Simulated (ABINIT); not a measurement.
The system is FeO (Wuestite).

```xyz
2
Lattice="0.0000 2.1554 2.1554 2.1554 0.0000 2.1554 2.1554 2.1554 0.0000" Properties=species:S:1:pos:R:3 pbc="T T T"
Fe    0.0000    0.0000    0.0000
O     2.1554    2.1554    2.1554
```

```yaml
Program: ABINIT 10.8.3 (patched build)
Task: relaxation of cell and atoms
Functional: LDA
Potentials_or_basis: PseudoDojo NC SR LDA v0.4.1 standard
Cutoff: 1252 eV
k_mesh: 8 × 8 × 8
Occupations: fermi-dirac, width 0.05 eV
Spin: collinear spin, ferromagnetic start
Starting_moments: "[3.0, 0.0] μB"
```

At the start: pressure -16.1 GPa; volume 10.01 Å³/atom.

Task: Where does the relaxation end?

Result: Over 5 steps the energy falls by 44.6 meV/atom and the volume is 9.18 Å³/atom (-8.4 %); space group Fm-3m (No. 225, to 0.05 Å); moment 3.96 μB per cell.

Step by step:
| step | energy change (eV) | largest force (eV/Å) | pressure (GPa) | volume (Å³) |
| --- | --- | --- | --- | --- |
| 1 | 0.0000 | 0.0000 | -16.15 | 20.03 |
| 2 | -0.0729 | 0.0000 | -7.44 | 19.05 |
| 3 | -0.0892 | 0.0000 | 0.38 | 18.32 |
| 4 | -0.0893 | 0.0000 | 0.03 | 18.35 |
| 5 | -0.0893 | 0.0000 | 0.00 | 18.35 |

Final structure:
```yaml
crystal:
  lattice:
    - [0.00000, 2.09358, 2.09358]
    - [2.09358, 0.00000, 2.09358]
    - [2.09358, 2.09358, 0.00000]
  atoms:
    - { symbol: Fe, position: [0.00000, 0.00000, 0.00000] }
    - { symbol: O, position: [0.50000, 0.50000, 0.50000] }
```

Caveat: a cell with one magnetic atom can't hold antiferromagnetic order, which such compounds often take.
